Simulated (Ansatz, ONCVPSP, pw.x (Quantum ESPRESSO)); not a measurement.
**pw.x on sc Ta: one setting changed**

Potential: optimised norm-conserving Vanderbilt (ONCV), ONCVPSP 4.0.1.1 (patched build), PBE; core [Kr] 4d10 4f14, reference 5s2 5p6 5d3 6s2; waves: 5s+6s: rc 1.70 bohr, ncon 4, nbas 8, qcut 7 1/bohr, 2 projectors; 5p: rc 1.75 bohr, ncon 3, nbas 8, qcut 8.7 1/bohr, 2 projectors, debl 0.6 Ha; 5d: rc 3.05 bohr, ncon 4, nbas 9, qcut 6.2 1/bohr, 2 projectors, debl 0.9 Ha; f scattering state at 0.45 Ha: rc 2.30 bohr, ncon 4, nbas 7, qcut 4.6 1/bohr, 1 projector; local part: polynomial inside 1.70 bohr (lpopt 5, dvloc0 0 Ha); core correction: polynomial model core, fcfact 0.45. In the p channel the program set the typed energies aside and used -1.448, 0.250 Ha.

The reference run (k-mesh 12³, cutoffs 65/260 Ry, Fermi–Dirac 0.01 Ry, mixing_beta 0.4, conv_thr 1e-9, no spin) gives 1.12 GPa at 20.376 Å³/atom, where all-electron LAPW gives 1.79 GPa. This run, with its own iteration cap, changes degauss to 0.005.

```
&control
  calculation='scf', prefix='x', pseudo_dir='./', outdir='./tmp', tstress=.true., disk_io='none'
/
&system
  ibrav=0, nat=1, ntyp=1, ecutwfc=65, ecutrho=260, nbnd=14,
  occupations='smearing', smearing='fd', degauss=0.005
/
&electrons
  conv_thr=1e-09, mixing_beta=0.4, electron_maxstep=50
/
ATOMIC_SPECIES
Ta 1.0 Ta.UPF
CELL_PARAMETERS angstrom
  2.73132247 0.00000000 0.00000000
  0.00000000 2.73132247 0.00000000
  0.00000000 0.00000000 2.73132247
ATOMIC_POSITIONS crystal
Ta 0.0000 0.0000 0.0000
K_POINTS automatic
12 12 12 0 0 0
```

```bash
pw.x < Ta.scf.in > Ta.scf.out
```

How does the run end?

It converges in 8 iterations; the free energy moves by +18.0 meV/atom and the pressure by -0.11 GPa. In a metal, with Fermi–Dirac smearing, F lies below its zero-width value by a term in the square of the width.

```
Message from routine setup:
     using ibrav=0 with symmetry is DISCOURAGED, use correct ibrav instead
     lattice parameter (alat)  =       5.1615  a.u.
     unit-cell volume          =     137.5041 (a.u.)^3
     number of electrons       =        13.00
     number of Kohn-Sham states=           14
     kinetic-energy cutoff     =      65.0000  Ry
     charge density cutoff     =     260.0000  Ry
     scf convergence threshold =      1.0E-09
     Exchange-correlation= PBE
     number of k points=    84  Fermi-Dirac smearing, width (Ry)=  0.0050
     iteration #  1     ecut=    65.00 Ry     beta= 0.40
     total energy              =    -141.34175726 Ry
     estimated scf accuracy    <       0.01565584 Ry
     iteration #  2     ecut=    65.00 Ry     beta= 0.40
     total energy              =    -141.34212490 Ry
     estimated scf accuracy    <       0.00359763 Ry
     iteration #  3     ecut=    65.00 Ry     beta= 0.40
     total energy              =    -141.34239235 Ry
     estimated scf accuracy    <       0.00031436 Ry
     iteration #  4     ecut=    65.00 Ry     beta= 0.40
     total energy              =    -141.34240439 Ry
     estimated scf accuracy    <       0.00000172 Ry
     iteration #  5     ecut=    65.00 Ry     beta= 0.40
     total energy              =    -141.34240458 Ry
     estimated scf accuracy    <       0.00000022 Ry
     iteration #  6     ecut=    65.00 Ry     beta= 0.40
     total energy              =    -141.34240460 Ry
     estimated scf accuracy    <       0.00000002 Ry
     iteration #  7     ecut=    65.00 Ry     beta= 0.40
     total energy              =    -141.34240460 Ry
     estimated scf accuracy    <          4.3E-09 Ry
     iteration #  8     ecut=    65.00 Ry     beta= 0.40
     the Fermi energy is    16.0220 ev
!    total energy              =    -141.34240460 Ry
     estimated scf accuracy    <          1.6E-11 Ry
     smearing contrib. (-TS)   =      -0.00083773 Ry
     The total energy is F=E-TS. E is the sum of the following terms:
     one-electron contribution =     -24.07963648 Ry
     hartree contribution      =      17.43267081 Ry
     xc contribution           =     -41.79374165 Ry
     ewald contribution        =     -92.90085955 Ry
     convergence has been achieved in   8 iterations
          total   stress  (Ry/bohr**3)                   (kbar)     P=       10.09
     Message from routine punch:
     Nothing written, as per user request (disk_io='none')
```

The run took about 28 s on one core of a shared host (Neoverse-N1, 64 threads, 124 GiB, load 54).
